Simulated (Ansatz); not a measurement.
Runs of Ansatz 0.2.0 on Ca. The structure is tetragonal, space group I4/mmm (No. 139). Conventional cell: a = 4.410 Å, b = 4.410 Å, c = 4.392 Å, α = 90.00°, β = 90.00°, γ = 90.00°. Ca (site symmetry 4/mmm) is surrounded by 8 Ca at 3.81 Å. This isn't the form of Ca at room conditions, which is fcc.

```tsv
task	level	potentials or basis	k mesh	cutoff (eV)	smearing	atoms under strain	points for each segment of the path	other keys	gap on the mesh (eV)	pressure (GPa)
single point	CAM-B3LYP+D3(BJ)	Ansatz PAW	6 × 6 × 6	420	fermi-dirac 0.1 eV	-	-	-	none	-0.6
projected density of states	CAM-B3LYP	Ansatz PAW earlier set	6 × 6 × 6	520	gaussian 0.05 eV	-	-	-	none	(b)
atomic charges	r2SCANh+D4	Ansatz PAW polarizable	6 × 6 × 6	500	fermi-dirac 0.1 eV	-	-	-	none	0.4
elastic constants	BLYP	PseudoDojo standard (PBE files)	7 × 7 × 7	925	cold 0.05 eV	relaxed	-	-	none	(a)
band structure	PBE+D4	JTH PAW	6 × 6 × 6	870	gaussian 0.05 eV	-	4	hamiltonian.xc = pbe; scf.eigensolver.kind = davidson; …	none	-0.7
```

Alike in all rows: no spin polarisation; cell as given.

Fill in the values left out.

(a) -0.1; (b) 0.2.

Caveats: pairwise dispersion overbinds metals, which lowers pressure and volume (some runs); the PAW data sets come from PBE, with cores solved anew for the run's functional, which leaves a small shift of forces and pressure (some runs); the thresholds are loose for stress (some runs); the potentials were made for another functional, which shifts forces and pressure (some runs); the elastic tensor has a negative eigenvalue, so either the cell is unstable as it stands or the mesh is too thin (some runs).

A gap of «none» marks a metal or a gap under the smearing width.
